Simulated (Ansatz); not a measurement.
The system is Bi.

```xyz
1
Lattice="-1.9814 1.9814 1.9814 1.9814 -1.9814 1.9814 1.9814 1.9814 -1.9814" Properties=species:S:1:pos:R:3 pbc="T T T"
Bi    0.0000    0.0000    0.0000
```

This isn't the form of Bi at room conditions, which is rhombohedral.

| Item | Value |
| --- | --- |
| Program | Ansatz 0.2.0 |
| Task | relaxation of cell and atoms |
| Functional | PBE |
| Potentials or basis | Ansatz PAW |
| Cutoff | 420 eV (not typed: the program's choice for these potentials) |
| k mesh | 9 × 9 × 9 |
| Occupations | fermi-dirac, width 0.05 eV |
| Spin | spin-orbit coupling, no magnetisation |

At the start: volume 31.12 Å³/atom.

Where does the relaxation end?

It ends after 4 steps and the volume is 32.54 Å³/atom (+4.6 %); space group Im-3m (No. 229, to 0.05 Å).

The path:
| step | energy change (eV) | largest force (eV/Å) | volume (Å³) |
| --- | --- | --- | --- |
| 1 | 0.0000 | 0.0000 | 31.12 |
| 2 | -0.0089 | 0.0000 | 32.72 |
| 3 | -0.0091 | 0.0000 | 32.54 |
| 4 | -0.0094 | 0.0000 | 32.54 |

Final structure:
```xyz
1
Lattice="-2.0112 2.0112 2.0112 2.0112 -2.0112 2.0112 2.0112 2.0112 -2.0112" Properties=species:S:1:pos:R:3 pbc="T T T"
Bi    0.0000    0.0000    0.0000
```

Caveat: the plane-wave basis is chosen anew once the cell has moved, so the energies of steps on either side of that aren't comparable.
